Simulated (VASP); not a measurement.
# PbSe (Clausthalite) (Fm-3m) in VASP: further runs

The runs below take PbSe (Clausthalite) through band structure, with LDA, PBEsol, TB-mBJ, HSE06.

Everything below comes from runs of VASP 6.6.1. Logs are shortened: lines on timing, memory, paths and dates and some standing lists are left out, and cuts for length are marked.

**The experiment to reproduce.**

A printed reference work, monograph reports, for a bulk crystal of PbSe at 4.2 K: band gap 0.15 eV (direct).

The runs below are set against these values where they give the same quantity.

## Step 1: The crystal as given

Symmetry: Fm-3m, No. 225, cubic system. The conventional cell has a = 6.121 Å, b = 6.121 Å, c = 6.121 Å, α = 90.00°, β = 90.00°, γ = 90.00°. Pb (site symmetry m-3m) is surrounded by 6 Se at 3.06 Å. Around Se (site symmetry m-3m) lie 6 Pb at 3.06 Å.

## Step 2: Band structure, LDA, spin-orbit coupling, no magnetisation

POSCAR reads:

```
PbSe
1.0
    0.0000000000      3.0606500000      3.0606500000
    3.0606500000      0.0000000000      3.0606500000
    3.0606500000      3.0606500000      0.0000000000
Pb Se
1 1
Direct
    0.0000000000      0.0000000000      0.0000000000
    0.5000000000      0.5000000000      0.5000000000
```

INCAR.step1 reads:

```
ALGO     = Normal         # electronic algorithm
EDIFF    = 1E-6           # SCF threshold, eV
ENCUT    = 520            # plane-wave cutoff, eV
GGA      = CA             # functional
GGA_COMPAT= False        
ISIF     = 2              # what is computed and relaxed
ISMEAR   = -1             # smearing method
LASPH    = True           # aspherical terms in the spheres
LCHARG   = True           # write CHGCAR
LORBIT   = 11             # projections on sites
LREAL    = False          # projectors in reciprocal space
LSORBIT  = True           # spin-orbit coupling
LWAVE    = False          # write WAVECAR
MAGMOM   = 0 0 0 0 0 0    # initial moments
NELM     = 60             # most SCF steps
PREC     = Accurate       # precision mode
SIGMA    = 0.05           # smearing width, eV
```

KPOINTS.step1 reads:

```
k-points
0
Gamma
  6 6 6
```

INCAR.step2 reads:

```
ALGO     = Normal         # electronic algorithm
EDIFF    = 1E-6           # SCF threshold, eV
ENCUT    = 520            # plane-wave cutoff, eV
GGA      = CA             # functional
GGA_COMPAT= False        
ICHARG   = 11             # starting density
ISIF     = 2              # what is computed and relaxed
ISMEAR   = 0              # smearing method
LASPH    = True           # aspherical terms in the spheres
LCHARG   = False          # write CHGCAR
LORBIT   = 11             # projections on sites
LREAL    = False          # projectors in reciprocal space
LSORBIT  = True           # spin-orbit coupling
LWAVE    = False          # write WAVECAR
MAGMOM   = 0 0 0 0 0 0    # initial moments
NELM     = 60             # most SCF steps
PREC     = Accurate       # precision mode
SIGMA    = 0.05           # smearing width, eV
```

KPOINTS.step2 reads:

```
path GXWKGLUWLK,UX
10
line-mode
reciprocal
 0.0000000000  0.0000000000  0.0000000000  G
 0.5000000000  0.0000000000  0.5000000000  X

 0.5000000000  0.0000000000  0.5000000000  X
 0.5000000000  0.2500000000  0.7500000000  W

 0.5000000000  0.2500000000  0.7500000000  W
 0.3750000000  0.3750000000  0.7500000000  K

 0.3750000000  0.3750000000  0.7500000000  K
 0.0000000000  0.0000000000  0.0000000000  G

 0.0000000000  0.0000000000  0.0000000000  G
 0.5000000000  0.5000000000  0.5000000000  L

 0.5000000000  0.5000000000  0.5000000000  L
 0.6250000000  0.2500000000  0.6250000000  U

 0.6250000000  0.2500000000  0.6250000000  U
 0.5000000000  0.2500000000  0.7500000000  W

 0.5000000000  0.2500000000  0.7500000000  W
 0.5000000000  0.5000000000  0.5000000000  L

 0.5000000000  0.5000000000  0.5000000000  L
 0.3750000000  0.3750000000  0.7500000000  K

 0.6250000000  0.2500000000  0.6250000000  U
 0.5000000000  0.0000000000  0.5000000000  X
```

Potentials or basis: VASP PAW LDA potentials, release 64 (Pb_d, Se).

Command:

```
cat potpaw_LDA.64/Pb_d/POTCAR potpaw_LDA.64/Se/POTCAR > POTCAR
cp INCAR.step1 INCAR
cp KPOINTS.step1 KPOINTS
mpirun -np 1 vasp_ncl > vasp.out
cp INCAR.step2 INCAR
cp KPOINTS.step2 KPOINTS
mpirun -np 1 vasp_ncl > vasp.out
```

OUTCAR:

```text
EDIFF = 1E-6
   ENCUT = 520
   GGA = CA
   ICHARG = 11
   ISIF = 2
   ISMEAR = 0
   LASPH = True
   LORBIT = 11
   LREAL = False
   LSORBIT = True
   NELM = 60
   PREC = Accurate

 ion  position               nearest neighbor table
   1  0.000  0.000  0.000-   2 3.06   2 3.06   2 3.06   2 3.06   2 3.06   2 3.06
   2  0.500  0.500  0.500-   1 3.06   1 3.06   1 3.06   1 3.06   1 3.06   1 3.06

  LATTYP: Found a face centered cubic cell.
 ALAT       =     6.1213000000

  Lattice vectors:

 A1 = (   0.0000000000,   3.0606500000,   3.0606500000)
 A2 = (   3.0606500000,   0.0000000000,   3.0606500000)
 A3 = (   3.0606500000,   3.0606500000,   0.0000000000)

Analysis of symmetry for initial positions (statically):
=====================================================================
 Subroutine PRICEL returns:
 Original cell was already a primitive cell.

 Routine SETGRP: Setting up the symmetry group for a
 face centered cubic supercell.

 Subroutine GETGRP returns: Found 48 space group operations
 (whereof 48 operations were pure point group operations)
 out of a pool of 48 trial point group operations.

The static configuration has the point symmetry O_h .

Analysis of symmetry for dynamics (positions and initial velocities):
=====================================================================
 Subroutine PRICEL returns:
 Original cell was already a primitive cell.

 Routine SETGRP: Setting up the symmetry group for a
 face centered cubic supercell.

 Subroutine GETGRP returns: Found 48 space group operations
 (whereof 48 operations were pure point group operations)
 out of a pool of 48 trial point group operations.

The dynamic configuration has the point symmetry O_h .

Analysis of structural, dynamic, and magnetic symmetry:
=====================================================================
 Subroutine PRICEL returns:
 Original cell was already a primitive cell.

 Routine SETGRP: Setting up the symmetry group for a
 face centered cubic supercell.

 Subroutine GETGRP returns: Found 48 space group operations
 (whereof 48 operations were pure point group operations)
[... 901 lines left out ...]
  -------------------------------------------------------------------------------------
  Total       -2.5544650     -2.5544650     -2.5544650     -0.0000000     -0.0000000      0.0000000
  in kB      -71.3739187    -71.3739187    -71.3739187     -0.0000000     -0.0000000      0.0000000
  external PRESSURE =     -71.3739187 kB  Pullay stress =       0.0000000 kB

 VOLUME and BASIS-vectors are now :
 -----------------------------------------------------------------------------
  energy-cutoff  :      520.00
  volume of cell :       57.34
      direct lattice vectors                 reciprocal lattice vectors
     0.000000000  3.060650000  3.060650000    -0.163363991  0.163363991  0.163363991
     3.060650000  0.000000000  3.060650000     0.163363991 -0.163363991  0.163363991
     3.060650000  3.060650000  0.000000000     0.163363991  0.163363991 -0.163363991

 POSITION                                       TOTAL-FORCE (eV/Angst)
 -----------------------------------------------------------------------------------
      0.00000      0.00000      0.00000        -0.000000      0.000000     -0.000000
      3.06065      3.06065      3.06065         0.000000     -0.000000      0.000000
 -----------------------------------------------------------------------------------
    total drift:                                0.000000     -0.000000     -0.000000

  FREE ENERGIE OF THE ION-ELECTRON SYSTEM (eV)
  ---------------------------------------------------
  free  energy   TOTEN  =       -10.8910664728 eV

  energy  without entropy=      -10.8910433296  energy(sigma->0) =      -10.89105490

 Spin-Orbit-Coupling matrix elements

 Ion:    1  E_soc:     -0.9279251
 l=   1
     0.0000000    -0.0861157    -0.0861157
    -0.0861157     0.0000000    -0.0861157
    -0.0861157    -0.0861157     0.0000000
 l=   2
     0.0000000    -0.0137915     0.0000000    -0.0137915    -0.0547470
    -0.0137915     0.0000000    -0.0410603    -0.0137915    -0.0136868
     0.0000000    -0.0410603     0.0000000    -0.0410603     0.0000000
    -0.0137915    -0.0137915    -0.0410603     0.0000000    -0.0136868
    -0.0547470    -0.0136868     0.0000000    -0.0136868     0.0000000
 l=   3
     0.0000000     0.0000000     0.0000000     0.0000000     0.0000000     0.0000000     0.0000000
     0.0000000     0.0000000     0.0000000     0.0000000     0.0000000     0.0000000     0.0000000
     0.0000000     0.0000000     0.0000000     0.0000000     0.0000000     0.0000000     0.0000000
     0.0000000     0.0000000     0.0000000     0.0000000     0.0000000     0.0000000     0.0000000
     0.0000000     0.0000000     0.0000000     0.0000000     0.0000000     0.0000000     0.0000000
     0.0000000     0.0000000     0.0000000     0.0000000     0.0000000     0.0000000     0.0000000
     0.0000000     0.0000000     0.0000000     0.0000000     0.0000000     0.0000000     0.0000000

 Ion:    2  E_soc:     -0.0460366
 l=   1
     0.0000000    -0.0076983    -0.0076983
    -0.0076983     0.0000000    -0.0076983
    -0.0076983    -0.0076983     0.0000000
 l=   2
     0.0000000    -0.0000051     0.0000000    -0.0000051     0.0000306
    -0.0000051     0.0000000     0.0000229    -0.0000051     0.0000076
     0.0000000     0.0000229     0.0000000     0.0000229     0.0000000
    -0.0000051    -0.0000051     0.0000229     0.0000000     0.0000076
     0.0000306     0.0000076     0.0000000     0.0000076     0.0000000
 l=   3
     0.0000000     0.0000000     0.0000000     0.0000000     0.0000000     0.0000000     0.0000000
     0.0000000     0.0000000     0.0000000     0.0000000     0.0000000     0.0000000     0.0000000
     0.0000000     0.0000000     0.0000000     0.0000000     0.0000000     0.0000000     0.0000000
     0.0000000     0.0000000     0.0000000     0.0000000     0.0000000     0.0000000     0.0000000
     0.0000000     0.0000000     0.0000000     0.0000000     0.0000000     0.0000000     0.0000000
     0.0000000     0.0000000     0.0000000     0.0000000     0.0000000     0.0000000     0.0000000
     0.0000000     0.0000000     0.0000000     0.0000000     0.0000000     0.0000000     0.0000000

 total charge

# of ion       s       p       d       tot
------------------------------------------
    1        1.435   0.617   9.830  11.881
    2        1.489   2.250   0.017   3.757
--------------------------------------------------
tot          2.924   2.867   9.847  15.638

 magnetization (x)

# of ion       s       p       d       tot
------------------------------------------
    1        0.000   0.000   0.000   0.000
    2       -0.000   0.000   0.000  -0.000
--------------------------------------------------
tot         -0.000   0.000   0.000   0.000

 magnetization (y)

# of ion       s       p       d       tot
------------------------------------------
    1       -0.000   0.000   0.000  -0.000
    2        0.000   0.000   0.000   0.000
--------------------------------------------------
tot         -0.000   0.000   0.000  -0.000

 magnetization (z)

# of ion       s       p       d       tot
------------------------------------------
    1        0.000   0.000  -0.000   0.000
    2        0.000   0.000  -0.000  -0.000
--------------------------------------------------
tot          0.000   0.000  -0.000   0.000
```

OSZICAR.step1:

```text
N       E                     dE             d eps       ncg     rms          rms(c)
DAV:   1     0.204099273803E+03    0.20410E+03   -0.91512E+03   896   0.147E+03
DAV:   2     0.119772624587E+02   -0.19212E+03   -0.18653E+03   904   0.397E+02
DAV:   3    -0.917310521068E+01   -0.21150E+02   -0.20633E+02  1172   0.151E+02
DAV:   4    -0.100914951990E+02   -0.91839E+00   -0.91444E+00  1104   0.328E+01
DAV:   5    -0.101245419383E+02   -0.33047E-01   -0.33040E-01  1268   0.655E+00    0.271E+00
DAV:   6    -0.989805188800E+01    0.22649E+00   -0.54978E-01  1212   0.693E+00    0.156E+00
DAV:   7    -0.989562116762E+01    0.24307E-02   -0.92225E-02  1036   0.176E+00    0.905E-01
DAV:   8    -0.989414340099E+01    0.14778E-02   -0.77100E-03  1160   0.110E+00    0.401E-01
DAV:   9    -0.989396939314E+01    0.17401E-03   -0.59731E-04  1080   0.221E-01    0.112E-01
DAV:  10    -0.989387854355E+01    0.90850E-04   -0.64305E-04  1204   0.272E-01    0.283E-02
DAV:  11    -0.989388287212E+01   -0.43286E-05   -0.63662E-05   988   0.577E-02    0.967E-03
DAV:  12    -0.989388301209E+01   -0.13997E-06   -0.45027E-06  1048   0.258E-02
   1 F= -.98938830E+01 E0= -.98932577E+01  d E =-.125060E-02  mag=    -0.0000     0.0000     0.0000
```

It took 2 min on 1 thread of Intel Xeon Platinum 8559C (Emerald Rapids), shared host; peak memory 0.39 GiB.

Caveat: the log is that of the step along the path at fixed density, whose energy, stress, charges and moments have no meaning.

## Step 3: Band structure, PBEsol

POSCAR is that of step 2.

INCAR.step1 reads:

```
PREC = Accurate
ENCUT = 520
EDIFF = 1E-7
ISMEAR = -1
SIGMA = 0.05
LREAL = F
LASPH = T
NELM = 100
ALGO = Normal
ISIF = 2
LWAVE = F
LCHARG = T
GGA = PS
```

KPOINTS.step1 reads:

```
regular mesh
0
Gamma
  8 8 8
```

INCAR.step2 reads:

```
PREC = Accurate
ENCUT = 520
EDIFF = 1E-7
ISMEAR = 0
SIGMA = 0.05
LREAL = F
LASPH = T
NELM = 100
ALGO = Normal
ISIF = 2
LWAVE = F
LCHARG = F
GGA = PS
ICHARG = 11
```

Changes to KPOINTS.step2 since step 2:

```diff
@@ -1,3 +1,3 @@
 path GXWKGLUWLK,UX
-10
+15
 line-mode
```

Potentials or basis: VASP PAW PBE potentials, release 64 (Pb_d, Se).

Command:

```
cat potpaw_PBE.64/Pb_d/POTCAR potpaw_PBE.64/Se/POTCAR > POTCAR
cp INCAR.step1 INCAR
cp KPOINTS.step1 KPOINTS
mpirun -np 1 vasp_std > vasp.out
cp INCAR.step2 INCAR
cp KPOINTS.step2 KPOINTS
mpirun -np 1 vasp_std > vasp.out
```

It took 53 s on 1 thread of Intel Xeon Platinum 8559C (Emerald Rapids), shared host; peak memory 0.26 GiB.

The run converged. Its results:

* Band gap on the k mesh: 0.20 eV, direct
* Band gap along the path: 0.20 eV, direct

Levels at the corners of the path, in eV from the valence-band top:
```tsv
point	band 6	band 7	band 8	band 9	band 10	band 11	band 12	band 13	band 14
Γ	-13.61	-6.33	-1.87	-1.87	-1.87	4.68	4.68	4.68	6.45
X	-12.15	-7.41	-5.02	-3.25	-3.25	3.58	5.58	5.58	6.01
X	-12.15	-7.41	-5.02	-3.25	-3.25	3.58	5.58	5.58	6.01
W	-12.12	-8.04	-4.26	-4.26	-0.78	1.84	4.89	4.89	7.67
W	-12.12	-8.04	-4.26	-4.26	-0.78	1.84	4.89	4.89	7.67
K	-12.16	-8.07	-4.61	-2.73	-2.42	3.34	3.99	5.40	5.74
K	-12.16	-8.07	-4.61	-2.73	-2.42	3.34	3.99	5.40	5.74
Γ	-13.61	-6.33	-1.87	-1.87	-1.87	4.68	4.68	4.68	6.45
Γ	-13.61	-6.33	-1.87	-1.87	-1.87	4.68	4.68	4.68	6.45
L	-12.53	-8.83	-1.46	-1.46	0.00	0.20	1.65	1.65	8.41
L	-12.53	-8.83	-1.46	-1.46	0.00	0.20	1.65	1.65	8.41
U	-12.16	-8.07	-4.61	-2.73	-2.42	3.34	3.99	5.40	5.74
U	-12.16	-8.07	-4.61	-2.73	-2.42	3.34	3.99	5.40	5.74
W	-12.12	-8.04	-4.26	-4.26	-0.78	1.84	4.89	4.89	7.67
W	-12.12	-8.04	-4.26	-4.26	-0.78	1.84	4.89	4.89	7.67
L	-12.53	-8.83	-1.46	-1.46	0.00	0.20	1.65	1.65	8.41
L	-12.53	-8.83	-1.46	-1.46	0.00	0.20	1.65	1.65	8.41
K	-12.16	-8.07	-4.61	-2.73	-2.42	3.34	3.99	5.40	5.74
U	-12.16	-8.07	-4.61	-2.73	-2.42	3.34	3.99	5.40	5.74
X	-12.15	-7.41	-5.02	-3.25	-3.25	3.58	5.58	5.58	6.01
```

Caveat: the log is that of the step along the path at fixed density, whose energy, stress, charges and moments have no meaning; the PAW data sets were made with another functional, which shifts forces and pressure a little; spin-orbit coupling is left out, which as a rule narrows the gap of such compounds by several tenths of an eV.

## Step 4: Band structure, TB-mBJ (volume scaled by 1.08)

POSCAR reads:

```
PbSe
1.0
    0.0000000000      3.1401827287      3.1401827287
    3.1401827287      0.0000000000      3.1401827287
    3.1401827287      3.1401827287      0.0000000000
Pb Se
1 1
Direct
    0.0000000000      0.0000000000      0.0000000000
    0.5000000000      0.5000000000      0.5000000000
```

INCAR.step1 reads:

```
PREC = Accurate
ENCUT = 520
EDIFF = 1E-5
ISMEAR = -1
SIGMA = 0.05
LREAL = F
LASPH = T
NELM = 80
ALGO = Normal
ISIF = 2
LWAVE = T
LCHARG = F
NBANDS = 17
GGA = PE
```

INCAR.step2 reads:

```
PREC = Accurate
ENCUT = 520
EDIFF = 1E-6
ISMEAR = -1
SIGMA = 0.05
LREAL = F
LASPH = T
NELM = 80
ALGO = Normal
ISIF = 2
LWAVE = F
LCHARG = F
METAGGA = MBJ
NBANDS = 17
ISTART = 1
```

KPOINTS reads:

```
Automatic mesh
0
Gamma
  8 8 8
```

KPOINTS_OPT reads:

```
path GXWKGLUWLK,UX
10
line-mode
reciprocal
 0.0000000000  0.0000000000  0.0000000000  G
 0.5000000000  0.0000000000  0.5000000000  X

 0.5000000000  0.0000000000  0.5000000000  X
 0.5000000000  0.2500000000  0.7500000000  W

 0.5000000000  0.2500000000  0.7500000000  W
 0.3750000000  0.3750000000  0.7500000000  K

 0.3750000000  0.3750000000  0.7500000000  K
 0.0000000000  0.0000000000  0.0000000000  G

 0.0000000000  0.0000000000  0.0000000000  G
 0.5000000000  0.5000000000  0.5000000000  L

 0.5000000000  0.5000000000  0.5000000000  L
 0.6250000000  0.2500000000  0.6250000000  U

 0.6250000000  0.2500000000  0.6250000000  U
 0.5000000000  0.2500000000  0.7500000000  W

 0.5000000000  0.2500000000  0.7500000000  W
 0.5000000000  0.5000000000  0.5000000000  L

 0.5000000000  0.5000000000  0.5000000000  L
 0.3750000000  0.3750000000  0.7500000000  K

 0.6250000000  0.2500000000  0.6250000000  U
 0.5000000000  0.0000000000  0.5000000000  X
```

Command:

```
cat potpaw_PBE.64/Pb_d/POTCAR potpaw_PBE.64/Se/POTCAR > POTCAR
cp INCAR.step1 INCAR
mpirun -np 1 vasp_std > vasp.out
cp INCAR.step2 INCAR
mpirun -np 1 vasp_std > vasp.out
```

Run time: 5.9 min. Hardware: 1 thread of Intel Xeon Platinum 8375C at 2.90GHz (Ice Lake), shared host; peak memory 0.24 GiB.

Results (log left out):

```yaml
Band_gap_on_the_k_mesh: 1.10 eV, direct
Band_gap_along_the_path: 1.11 eV, direct
```

Levels at the corners of the path, in eV from the valence-band top:
```
point  band 7  band 8  band 9  band 10  band 11  band 12  band 13  band 14
    Γ   -6.02   -1.63   -1.63    -1.63     4.98     4.98     4.98     6.99
    X   -6.92   -4.18   -2.74    -2.74     4.58     5.72     5.72     6.15
    X   -6.92   -4.18   -2.74    -2.74     4.58     5.72     5.72     6.15
    W   -7.44   -3.55   -3.55    -0.72     2.41     5.28     5.28     8.05
    W   -7.44   -3.55   -3.55    -0.72     2.41     5.28     5.28     8.05
    K   -7.45   -3.84   -2.30    -1.98     3.75     4.21     5.63     6.42
    K   -7.45   -3.84   -2.30    -1.98     3.75     4.21     5.63     6.42
    Γ   -6.02   -1.63   -1.63    -1.63     4.98     4.98     4.98     6.99
    Γ   -6.02   -1.63   -1.63    -1.63     4.98     4.98     4.98     6.99
    L   -8.09   -1.29   -1.29     0.00     1.11     2.23     2.23     9.29
    L   -8.09   -1.29   -1.29     0.00     1.11     2.23     2.23     9.29
    U   -7.45   -3.84   -2.30    -1.98     3.75     4.21     5.63     6.42
    U   -7.45   -3.84   -2.30    -1.98     3.75     4.21     5.63     6.42
    W   -7.44   -3.55   -3.55    -0.72     2.41     5.28     5.28     8.05
    W   -7.44   -3.55   -3.55    -0.72     2.41     5.28     5.28     8.05
    L   -8.09   -1.29   -1.29     0.00     1.11     2.23     2.23     9.29
    L   -8.09   -1.29   -1.29     0.00     1.11     2.23     2.23     9.29
    K   -7.45   -3.84   -2.30    -1.98     3.75     4.21     5.63     6.42
    U   -7.45   -3.84   -2.30    -1.98     3.75     4.21     5.63     6.42
    X   -6.92   -4.18   -2.74    -2.74     4.58     5.72     5.72     6.15
```

Caveat: the PAW data sets were made with another functional, which shifts forces and pressure a little; spin-orbit coupling is left out, which as a rule narrows the gap of such compounds by several tenths of an eV.

(Part 1 of 2 ends here.)
